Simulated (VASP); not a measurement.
A calculation with VASP 6.6.1 of Ce (ASE script, structure by space group and Wyckoff sites):

The input run.py:

```python
from ase.calculators.vasp import Vasp
from ase.dft.bandgap import bandgap
from ase.spacegroup import crystal

atoms = crystal(
    ['Ce'],
    basis=[[0.6666666667, 0.3333333333, 0.75]],
    spacegroup=194,
    setting=1,
    cellpar=[3.65, 3.65, 5.96, 90.0, 90.0, 120.0],
    primitive_cell=True,
)
atoms.set_initial_magnetic_moments([1.0, 1.0])
calc = Vasp(
    directory='calc',
    xc='lda',
    pp='LDA',
    setups='gw',
    prec='Accurate',
    encut=550,
    ediff=1e-06,
    ismear=0,
    sigma=0.05,
    lreal=False,
    lasph=True,
    nelm=120,
    algo='Normal',
    isif=2,
    lwave=False,
    lcharg=False,
    ispin=2,
    lorbit=11,
    lmaxmix=6,
    kpts=[8, 8, 5],
    gamma=True,
)
atoms.calc = calc

print('energy (eV):', atoms.get_potential_energy())
print('free energy (eV):', atoms.get_potential_energy(force_consistent=True))
print('forces (eV/A):')
print(atoms.get_forces())
print('stress (eV/A^3, Voigt):', atoms.get_stress())
print('Fermi level (eV):', calc.get_fermi_level())
print('moment (muB):', atoms.get_magnetic_moment())
print('site moments (muB):', atoms.get_magnetic_moments())
gap, top, bottom = bandgap(calc)
print('band gap (eV):', gap, 'from (spin, k, band)', top, 'to', bottom)
```

Potentials or basis: VASP PAW LDA potentials, release 64 (Ce_GW).

The run is started by

```sh
$ python run.py
```

This isn't the form of Ce at room conditions, which is fcc.

Write the same calculation in another form: native input, structure from a POSCAR.

As run:

Contents of INCAR:

```
PREC = Accurate
ENCUT = 550
EDIFF = 1E-7
ISMEAR = 0
SIGMA = 0.05
LREAL = F
LASPH = T
NELM = 120
ALGO = Normal
ISIF = 2
LWAVE = F
LCHARG = F
ISPIN = 2
MAGMOM = 1 1
LORBIT = 11
LMAXMIX = 6
NBANDS = 23
```

Contents of KPOINTS:

```
Automatic mesh
0
Gamma
  8 8 5
```

The input POSCAR:

```
Ce
1.0
    3.6500000000      0.0000000000      0.0000000000
   -1.8250000000      3.1609927238      0.0000000000
    0.0000000000      0.0000000000      5.9600000000
Ce
2
Direct
    0.6666666667      0.3333333333      0.7500000000
    0.3333333333      0.6666666667      0.2500000000
```

Potentials or basis: VASP PAW LDA potentials, release 64 (Ce_GW).

Run with:

```sh
$ cat potpaw_LDA.64/Ce_GW/POTCAR > POTCAR
$ mpirun -np 1 vasp_std > vasp.out
```

Both were run:

|  | ASE script, structure by space group and Wyckoff sites | native input, structure from a POSCAR |
| --- | --- | --- |
| Pressure | -8.7 GPa | -8.7 GPa |
| Band gap on the k mesh | none (metal or under the smearing width) | none (metal or under the smearing width) |
| Net moment | 1.45 μB per cell | 1.46 μB per cell |
| Site moments | Ce +0.60 μB | Ce +0.60 μB |
| Valence electrons inside the program's atomic spheres | Ce 9.31 | Ce 9.31 |

Keys that steer only the numerical path or the files written may differ.

Caveat: the magnetic or orbital state may not be the lowest; spin-orbit coupling is left out, which moves the levels of the heavy elements.
